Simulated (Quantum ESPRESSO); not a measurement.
## Pt in Quantum ESPRESSO: convergence with k mesh

Input of the first run (k mesh 2 × 2 × 2); the others differ in this setting and in those tied to it:

File pw.in:

```
&CONTROL
  calculation = 'scf'
  prefix = 'pwscf'
  outdir = './tmp'
  pseudo_dir = './pseudo'
  tprnfor = .true.
  tstress = .true.
  disk_io = 'nowf'
/
&SYSTEM
  ibrav = 0
  nat = 1
  ntyp = 1
  ecutwfc = 84
  nbnd = 15
  occupations = 'smearing'
  smearing = 'mv'
  degauss = 0.00999582
/
&ELECTRONS
  conv_thr = 2d-10
  electron_maxstep = 120
  mixing_beta = 0.5
/
ATOMIC_SPECIES
Pt   195.0840 Pt.upf
CELL_PARAMETERS angstrom
   0.0000000000    1.9609000000    1.9609000000
   1.9609000000    0.0000000000    1.9609000000
   1.9609000000    1.9609000000    0.0000000000
ATOMIC_POSITIONS crystal
Pt     0.0000000000    0.0000000000    0.0000000000
K_POINTS automatic
2 2 2 0 0 0
```

Potentials or basis: PseudoDojo 0.4.1 SR PBEsol standard.

Run with:

```sh
$ OMP_NUM_THREADS=1 pw.x -in pw.in > pw.out
```

Hardware: 1 thread of Intel(R) Xeon(R) Platinum 8259CL CPU @ 2.50GHz (Skylake/Cascade Lake) (shared host).

```
      k mesh  energy less the tightest run, at zero smearing (meV/atom)  pressure (GPa)  SCF cycles  CPU time (s)  peak memory (GiB)
   2 × 2 × 2                                                    4620.64           64.55          10           1.6               0.05
   4 × 4 × 4                                                    -107.77           -3.10           8           2.5               0.05
   5 × 5 × 5                                                     316.06            3.63           8             3               0.05
   7 × 7 × 7                                                      41.57            0.19           8           5.2               0.05
   9 × 9 × 9                                                     -26.02           -1.84           8           8.4               0.05
11 × 11 × 11                                                      -4.32           -1.71           8            13               0.06
12 × 12 × 12                                                       0.36           -1.25           8            17               0.06
14 × 14 × 14                                                      -4.23           -1.59           8            24               0.07
17 × 17 × 17                                                       0.00           -1.46           8            36               0.09
```

Not settled before the last step: the energy (to 1 meV/atom), the pressure (to 0.1 GPa). Meshes of other sizes hit other points, so gaps and Fermi surfaces needn't settle smoothly. The tightest run that finished is the yardstick and may itself not be fully converged.

Spin-orbit coupling is left out, which matters for the levels of Pt.
